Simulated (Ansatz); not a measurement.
Level of theory: DFT, PBE, scalar-relativistic, no spin polarisation; plane waves to 420 eV with PAW datasets (Ansatz 0.2.0), Γ-centred 8×8×6 mesh, 0.05 eV Gaussian smearing; PAW files: Ansatz's generated set soft_2.

A crystal of composition XO, relaxed at this level of theory, gives this pattern between 10° and 80°.

Cu Kα1 powder pattern (kinematic, no thermal factors).
```csv
2θ (°),relative intensity
15.82,10
27.12,100
31.15,31
31.95,11
35.12,1
39.07,8
44.64,16
45.23,26
47.65,2
48.77,2
53.02,33
54.06,10
55.94,10
59.01,6
60.80,5
64.97,5
68.25,3
71.23,5
71.75,7
72.63,8
73.80,6
74.24,5
75.54,2
78.49,1
```

**Question.** Which lattice and cell does the pattern come from?

**Answer.** Tetragonal, space group P4/nmm (No. 129), a = 4.057 Å, b = 4.057 Å, c = 5.597 Å, α = 90.00°, β = 90.00°, γ = 90.00°. The line positions fix the lattice at most, not the space group, and lines under 1 % of the strongest aren't listed; this is the group of the computed cell.

The calculation on XO, where X is one element, gave:

```json
{
  "Band gap": "1.80 eV",
  "Smallest direct gap": "1.91 eV",
  "Bader charges": "X 1.17; O -1.17 e",
  "Formation energy from the elements (0 K, uncorrected)": "-1.09 eV/atom",
  "Shear modulus (Hill)": "9.1 GPa",
  "Young's modulus": "23 GPa",
  "Poisson's ratio": "0.26",
  "Elastically stable": "barely (least eigenvalue 1.9 GPa), so the shear moduli are uncertain"
}
```

Sites: X on 2c, O on 2a.

**Question.** Which element is X?
A. Pb
B. Hg
C. Tl
D. Bi

**Answer.** A. X is Pb, so the compound is PbO.

The Crystallography Open Database holds a cell of this formula and space group, from which this one stands far in volume, proportions or bonds. The database's entry of this formula in the relaxed cell's space group, P4/nmm, has axes of 3.967 × 3.967 × 4.992 Å and 19.64 Å³/atom (1985), the relaxed one 4.057 × 4.057 × 5.597 Å and 23.03.

Kohn–Sham gaps of semilocal functionals lie under measured ones, often by a third or more. Scalar-relativistic only: spin–orbit splittings of the heavy atoms' levels are missing. The structure is layered, and this functional has no dispersion term, so the layers' spacing is poorly fixed, often too long, and so is what hangs on it.
